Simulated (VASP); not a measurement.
# GaAs (F-43m) in VASP: notebook

Runs on GaAs. Level: HSE06. Tasks: single point.

Program: VASP 6.6.1. These are calculated values, not measurements. Logs are shortened: lines on timing, memory, paths and dates and some standing lists are left out, and cuts for length are marked.

### 1 The structure

The structure is cubic, space group F-43m (No. 216). The conventional cell has a = 5.654 Å, b = 5.654 Å, c = 5.654 Å, α = 90.00°, β = 90.00°, γ = 90.00°. Around As (site symmetry -43m) lie 4 Ga at 2.45 Å. Ga (site symmetry -43m) is surrounded by 4 As at 2.45 Å.

### 2 Single point, HSE06

POSCAR reads:

```
GaAs
1.0
    0.0000000000      2.8268500000      2.8268500000
    2.8268500000      0.0000000000      2.8268500000
    2.8268500000      2.8268500000      0.0000000000
As Ga
1 1
Direct
    0.7500000000      0.7500000000      0.7500000000
    0.0000000000      0.0000000000      0.0000000000
```

INCAR.step1 reads:

```
PREC     = Accurate       # precision mode
ENCUT    = 500            # plane-wave cutoff, eV
EDIFF    = 1E-5           # SCF threshold, eV
ISMEAR   = 0              # smearing method
SIGMA    = 0.01           # smearing width, eV
LREAL    = F              # projectors in reciprocal space
LASPH    = T              # aspherical terms in the spheres
NELM     = 100            # most SCF steps
ALGO     = Normal         # electronic algorithm
ISIF     = 2              # what is computed and relaxed
LWAVE    = T              # write WAVECAR
LCHARG   = F              # write CHGCAR
NKRED    = 1            
NBANDS   = 17             # bands
GGA      = PE             # functional
```

INCAR.step2 reads:

```
PREC     = Accurate       # precision mode
ENCUT    = 500            # plane-wave cutoff, eV
EDIFF    = 1E-6           # SCF threshold, eV
ISMEAR   = 0              # smearing method
SIGMA    = 0.01           # smearing width, eV
LREAL    = F              # projectors in reciprocal space
LASPH    = T              # aspherical terms in the spheres
NELM     = 100            # most SCF steps
ALGO     = Normal         # electronic algorithm
ISIF     = 2              # what is computed and relaxed
LWAVE    = F              # write WAVECAR
LCHARG   = F              # write CHGCAR
GGA      = PE             # functional
LHFCALC  = T              # exact exchange
HFSCREEN = 0.2            # screening, 1/A
PRECFOCK = Fast         
NKRED    = 1            
NBANDS   = 17             # bands
ISTART   = 1
```

KPOINTS reads:

```
Automatic mesh
0
Gamma
  3 3 3
```

Potentials or basis: VASP PAW PBE potentials, release 64 (As, Ga_d).

The run is started by

```
cat potpaw_PBE.64/As/POTCAR potpaw_PBE.64/Ga_d/POTCAR > POTCAR
cp INCAR.step1 INCAR
mpirun -np 1 vasp_std > vasp.out
cp INCAR.step2 INCAR
mpirun -np 1 vasp_std > vasp.out
```

OUTCAR:

```text
PREC = Accurate
   ENCUT = 500
   EDIFF = 1E-6
   ISMEAR = 0
   LREAL = F
   LASPH = T
   NELM = 100
   ISIF = 2
   GGA = PE
   LHFCALC = T
   HFSCREEN = 0.2
   PRECFOCK = Fast
   NKRED = 1
   ISTART = 1

 Found      4 irreducible k-points:

 Following reciprocal coordinates:
            Coordinates               Weight
  0.000000  0.000000  0.000000      1.000000
  0.333333  0.000000  0.000000      8.000000
  0.333333  0.333333  0.000000      6.000000
 -0.333333  0.333333  0.000000     12.000000
   k-points           NKPTS =      4   k-points in BZ     NKDIM =     27   number of bands    NBANDS=     17
   number of dos      NEDOS =    301   number of ions     NIONS =      2
   total plane-waves  NPLWV =  27000
   dimension x,y,z NGX =    30 NGY =   30 NGZ =   30
   dimension x,y,z NGXF=    60 NGYF=   60 NGZF=   60
   ions per type =               1   1
   NGX,Y,Z   is equivalent  to a cutoff of  12.48, 12.48, 12.48 a.u.
   NGXF,Y,Z  is equivalent  to a cutoff of  24.95, 24.95, 24.95 a.u.
 SYSTEM =  unknown system
   PREC   = accura    normal or accurate (medium, high low for compatibility)
   ISTART =      1    job   : 0-new  1-cont  2-samecut
   ICHARG =      0    charge: 1-file 2-atom 10-const
   ISPIN  =      1    spin polarized calculation?
   LNONCOLLINEAR =      F non collinear calculations
   LSORBIT =      F    spin-orbit coupling
   LASPH  =      T    aspherical Exc in radial PAW
   ENCUT  =  500.0 eV  36.75 Ry    6.06 a.u.   7.29  7.29  7.29*2*pi/ulx,y,z
   NELM   =    100;   NELMIN=  2; NELMDL=  0     # of ELM steps
   EDIFF  = 0.1E-05   stopping-criterion for ELM
   LREAL  =      F    real-space projection
   EDIFFG = 0.1E-04   stopping-criterion for IOM
   NSW    =      0    number of steps for IOM
   IBRION =     -1    ionic relax: 0-MD 1-quasi-New 2-CG
   NFREE  =      0    steps in history (QN), initial steepest desc. (CG)
   ISIF   =      2    stress and relaxation
   ISYM   =      3    0-nonsym 1-usesym 2-fastsym
   POTIM  = 0.5000    time-step for ionic-motion
   TEBEG  =    0.0;   TEEND  =   0.0 temperature during run
   PSTRESS=    0.0 pullay stress
   NELECT =      18.0000    total number of electrons
   NUPDOWN=      -1.0000    fix difference up-down
   EMIN   =  10.00;   EMAX   =-10.00  energy-range for DOS
   EFERMI =   0.00;   METHOD = LEGACY
   ISMEAR =     0;   SIGMA  =   0.01  broadening in eV -4-tet -1-fermi 0-gaus
   EFERMI_NEDOS =   21; number of points for ismear=-14 and -15
   IALGO  =     38    algorithm
   IMIX   =      1    mixing-type and parameters
     AMIX     =   0.40;   BMIX     =  1.00
     AMIX_MAG =   1.60;   BMIX_MAG =  1.00
  volume/ion in A,a.u.               =      22.59       152.44
  Fermi-wavevector in a.u.,A,eV,Ry     =   1.204628  2.276417 19.743799  1.451128
  Thomas-Fermi vector in A             =   2.340347
   LORBIT       =      0    0 simple, 1 ext, 2 COOP (PROOUT), +10 PAW based schemes
   GGA     = PE    functional components
   LHFCALC =     T    Hartree Fock is set to
   PRECFOCK=fast      Normal, Fast or Accurate (Low or Medium for compatibility)
   ENCUT4O =  -1.0   cutoff for four orbital integrals eV
   NKREDX  =     1    reduce k-point grid by
   NKREDY  =     1    reduce k-point grid by
   NKREDZ  =     1    reduce k-point grid by
   AEXX    =    0.2500 exact exchange contribution
   HFSCREEN=    0.2000 screening length (either q_TF or 0.3 A-1)
   HFSCREENC=   0.2000 screening length for correlation (either q_TF or 0.3 A-1)
   ENCUTFOCK=  -1.0 apply spherical cutoff to Coloumb kernel
   IVDW    =     0    specifies the selected vdW correction
   LEPSILON=     F    determine dielectric tensor
   LRPA    =     F    only Hartree local field effects (RPA)
 non-spin polarized calculation
 Gauss-broadening in eV      SIGMA  =   0.01
  energy-cutoff  :      500.00
  volume of cell :       45.18
 maximum number of plane-waves:      1150
 NGX is ok and might be reduce to    30
  NGX = 16; NGY = 16; NGZ = 16

 number of electron      17.9999995 magnetization

 Free energy of the ion-electron system (eV)
  ---------------------------------------------------
  ext. energy  EPLUGINS =         0.00000000
  ---------------------------------------------------
  free energy    TOTEN  =        -9.37485879 eV

  energy without entropy =       -9.37485879  energy(sigma->0) =       -9.37485879

 E-fermi :   3.6024     XC(G=0):  -7.8971

 val. band max:        3.5287318494   @ k =   0.0000   0.0000   0.0000
 cond. band min:       5.1188095750   @ k =   0.0000   0.0000   0.0000
 fundamental gap:      1.5900777256
 Fermi energy:         3.6024477759

 k-point     1 :       0.0000    0.0000    0.0000
  band No.  band energies     occupation
      1     -13.8891      2.00000
      2     -13.8891      2.00000
      3     -13.8891      2.00000
      4     -13.8083      2.00000
      5     -13.8083      2.00000
      6     -10.3548      2.00000
[... 9 lines left out ...]
     16      14.6568      0.00000
     17      16.1428      0.00000

 k-point     2 :       0.3333    0.0000    0.0000
  band No.  band energies     occupation
      1     -13.9271      2.00000
      2     -13.8745      2.00000
      3     -13.8745      2.00000
      4     -13.8073      2.00000
      5     -13.8073      2.00000
      6      -9.1097      2.00000
[... 9 lines left out ...]
     16      14.2155      0.00000
     17      18.3829      0.00000

 k-point     3 :       0.3333    0.3333    0.0000
  band No.  band energies     occupation
      1     -13.9511      2.00000
      2     -13.8565      2.00000
      3     -13.8565      2.00000
      4     -13.8235      2.00000
      5     -13.8001      2.00000
      6      -8.6516      2.00000
[... 9 lines left out ...]
     16      17.9202      0.00000
     17      20.0349      0.00000

 k-point     4 :      -0.3333    0.3333    0.0000
  band No.  band energies     occupation
      1     -13.9516      2.00000
      2     -13.8609      2.00000
      3     -13.8557      2.00000
      4     -13.8157      2.00000
      5     -13.8056      2.00000
      6      -7.8167      2.00000
[... 9 lines left out ...]
     16      19.0838      0.00000
     17      19.4482      0.00000

------------------------ aborting loop because EDIFF is reached ----------------------------------------

  FORCE on cell =-STRESS in cart. coord.  units (eV):
  Direction    XX          YY          ZZ          XY          YZ          ZX
  --------------------------------------------------------------------------------------
  -------------------------------------------------------------------------------------
  Total        0.6118140      0.6118140      0.6118140      0.0000000      0.0000000      0.0000000
  in kB       21.6966020     21.6966020     21.6966020      0.0000000      0.0000000      0.0000000
  external PRESSURE =      21.6966020 kB  Pullay stress =       0.0000000 kB

 VOLUME and BASIS-vectors are now :
 -----------------------------------------------------------------------------
  energy-cutoff  :      500.00
  volume of cell :       45.18
      direct lattice vectors                 reciprocal lattice vectors
     0.000000000  2.826850000  2.826850000    -0.176875321  0.176875321  0.176875321
     2.826850000  0.000000000  2.826850000     0.176875321 -0.176875321  0.176875321
     2.826850000  2.826850000  0.000000000     0.176875321  0.176875321 -0.176875321

 POSITION                                       TOTAL-FORCE (eV/Angst)
 -----------------------------------------------------------------------------------
      4.24027      4.24027      4.24027         0.000000      0.000000      0.000000
      0.00000      0.00000      0.00000        -0.000000     -0.000000     -0.000000
 -----------------------------------------------------------------------------------
    total drift:                                0.000088      0.000086      0.000056

  FREE ENERGIE OF THE ION-ELECTRON SYSTEM (eV)
  ---------------------------------------------------
  free  energy   TOTEN  =        -9.3748587892 eV

  energy  without entropy=       -9.3748587892  energy(sigma->0) =       -9.37485879
```

It took 50 s on 1 thread of AMD EPYC 7R13 (Zen 3), shared host; peak memory 0.23 GiB.

These settings aren't checked as converged: the numbers below hold their error.

What came out:

```yaml
Free_energy: -9.3749 eV
Pressure: 2.2 GPa
Band_gap_on_the_k_mesh: 1.59 eV, direct
```

Caveat: the k mesh is coarse (spacing up to 0.64 Å⁻¹), so the values aren't converged, least of all with exact exchange; the PAW data sets were made with another functional, which shifts forces and pressure a little.

### 3 Single point, HSE06

POSCAR is that of step 2.

Changes to INCAR.step1 since step 2:

```diff
@@ -1,3 +1,3 @@
 PREC     = Accurate       # precision mode
-ENCUT    = 500            # plane-wave cutoff, eV
+ENCUT    = 350            # plane-wave cutoff, eV
 EDIFF    = 1E-5           # SCF threshold, eV
@@ -12,3 +12,3 @@
 LCHARG   = F              # write CHGCAR
-NKRED    = 1            
+NKRED    = 2            
 NBANDS   = 17             # bands
```

Changes to INCAR.step2 since step 2:

```diff
@@ -1,3 +1,3 @@
 PREC     = Accurate       # precision mode
-ENCUT    = 500            # plane-wave cutoff, eV
+ENCUT    = 350            # plane-wave cutoff, eV
 EDIFF    = 1E-6           # SCF threshold, eV
@@ -16,3 +16,3 @@
 PRECFOCK = Fast         
-NKRED    = 1            
+NKRED    = 2            
 NBANDS   = 17             # bands
```

KPOINTS reads:

```
Automatic mesh
0
Gamma
  4 4 4
```

Potentials or basis: VASP PAW PBE potentials, release 64 (As, Ga_d).

The run is started by

```
cat potpaw_PBE.64/As/POTCAR potpaw_PBE.64/Ga_d/POTCAR > POTCAR
cp INCAR.step1 INCAR
mpirun -np 1 vasp_std > vasp.out
cp INCAR.step2 INCAR
mpirun -np 1 vasp_std > vasp.out
```

OUTCAR:

```text
PREC = Accurate
   ENCUT = 350
   EDIFF = 1E-6
   ISMEAR = 0
   LREAL = F
   LASPH = T
   NELM = 100
   ISIF = 2
   GGA = PE
   LHFCALC = T
   HFSCREEN = 0.2
   PRECFOCK = Fast
   NKRED = 2
   ISTART = 1

 Found      8 irreducible k-points:

 Following reciprocal coordinates:
            Coordinates               Weight
  0.000000  0.000000  0.000000      1.000000
  0.250000  0.000000  0.000000      8.000000
  0.500000  0.000000  0.000000      4.000000
  0.250000  0.250000  0.000000      6.000000
  0.500000  0.250000  0.000000     24.000000
 -0.250000  0.250000  0.000000     12.000000
   k-points           NKPTS =      8   k-points in BZ     NKDIM =     64   number of bands    NBANDS=     17
   number of dos      NEDOS =    301   number of ions     NIONS =      2
   total plane-waves  NPLWV =  13824
   dimension x,y,z NGX =    24 NGY =   24 NGZ =   24
   dimension x,y,z NGXF=    48 NGYF=   48 NGZF=   48
   ions per type =               1   1
   NGX,Y,Z   is equivalent  to a cutoff of   9.98,  9.98,  9.98 a.u.
[... 58 lines left out ...]

 Free energy of the ion-electron system (eV)
  ---------------------------------------------------
  ext. energy  EPLUGINS =         0.00000000
  ---------------------------------------------------
  free energy    TOTEN  =        -9.99173140 eV

  energy without entropy =       -9.99173140  energy(sigma->0) =       -9.99173140

 E-fermi :   3.2714     XC(G=0):  -7.9445

 val. band max:        3.2159012502   @ k =   0.0000   0.0000   0.0000
 cond. band min:       5.2037041525   @ k =   0.0000   0.0000   0.0000
 fundamental gap:      1.9878029023
 Fermi energy:         3.2713947183

 k-point     1 :       0.0000    0.0000    0.0000
  band No.  band energies     occupation
      1     -13.8737      2.00000
      2     -13.8737      2.00000
      3     -13.8737      2.00000
      4     -13.7860      2.00000
      5     -13.7860      2.00000
      6     -10.4474      2.00000
[... 97 lines left out ...]
      4     -13.8016      2.00000
      5     -13.7893      2.00000
      6      -8.6601      2.00000
[... 9 lines left out ...]
     16      17.4135      0.00000
     17      17.9150      0.00000

 [... further k-points ...]
[... 5 lines left out ...]
  --------------------------------------------------------------------------------------
  -------------------------------------------------------------------------------------
  Total        0.1165293      0.1165293      0.1165293     -0.0000000     -0.0000000     -0.0000000
  in kB        4.1324492      4.1324492      4.1324492     -0.0000000     -0.0000000     -0.0000000
  external PRESSURE =       4.1324492 kB  Pullay stress =       0.0000000 kB

 VOLUME and BASIS-vectors are now :
 -----------------------------------------------------------------------------
  energy-cutoff  :      350.00
  volume of cell :       45.18
      direct lattice vectors                 reciprocal lattice vectors
     0.000000000  2.826850000  2.826850000    -0.176875321  0.176875321  0.176875321
     2.826850000  0.000000000  2.826850000     0.176875321 -0.176875321  0.176875321
     2.826850000  2.826850000  0.000000000     0.176875321  0.176875321 -0.176875321

 POSITION                                       TOTAL-FORCE (eV/Angst)
 -----------------------------------------------------------------------------------
      4.24027      4.24027      4.24027         0.000000      0.000000      0.000000
      0.00000      0.00000      0.00000        -0.000000     -0.000000     -0.000000
 -----------------------------------------------------------------------------------
    total drift:                               -0.000097     -0.000097     -0.000066

  FREE ENERGIE OF THE ION-ELECTRON SYSTEM (eV)
  ---------------------------------------------------
  free  energy   TOTEN  =        -9.9917314000 eV

  energy  without entropy=       -9.9917314000  energy(sigma->0) =       -9.99173140
```

OSZICAR.step1:

```text
N       E                     dE             d eps       ncg     rms          rms(c)
DAV:   1     0.754870369675E+02    0.75487E+02   -0.72507E+03   280   0.113E+03
DAV:   2    -0.199770167999E+01   -0.77485E+02   -0.73529E+02   280   0.245E+02
DAV:   3    -0.816130798978E+01   -0.61636E+01   -0.61302E+01   327   0.615E+01
DAV:   4    -0.825615219014E+01   -0.94844E-01   -0.94806E-01   318   0.808E+00
DAV:   5    -0.825735939574E+01   -0.12072E-02   -0.12070E-02   351   0.831E-01    0.298E+00
DAV:   6    -0.809325669933E+01    0.16410E+00   -0.22714E-01   408   0.768E+00    0.181E+00
DAV:   7    -0.807062383393E+01    0.22633E-01   -0.71314E-02   355   0.174E+00    0.590E-01
DAV:   8    -0.807223171402E+01   -0.16079E-02   -0.12578E-02   311   0.112E+00    0.121E-01
DAV:   9    -0.807278049374E+01   -0.54878E-03   -0.10642E-03   322   0.348E-01    0.507E-02
DAV:  10    -0.807288205434E+01   -0.10156E-03   -0.90124E-05   328   0.965E-02    0.286E-02
DAV:  11    -0.807294826098E+01   -0.66207E-04   -0.86565E-05   294   0.659E-02    0.277E-03
DAV:  12    -0.807294864733E+01   -0.38635E-06   -0.13425E-06   235   0.154E-02
   1 F= -.80729486E+01 E0= -.80729486E+01  d E =-.253651E-63
```

It took 30 s on 1 thread of AMD EPYC 7R13 (Zen 3), shared host; peak memory 0.21 GiB.

These settings aren't checked as converged: the numbers below hold their error.

What came out:

```yaml
Free_energy: -9.9917 eV
Pressure: 0.4 GPa
Band_gap_on_the_k_mesh: 1.99 eV, direct
```

Caveat: the k mesh is coarse (spacing up to 0.48 Å⁻¹), so the values aren't converged, least of all with exact exchange; the cutoff is under 1.25 times the usual one of these potentials, so pressure, stress and relaxed cells hold a basis-set (Pulay) error; the PAW data sets were made with another functional, which shifts forces and pressure a little.
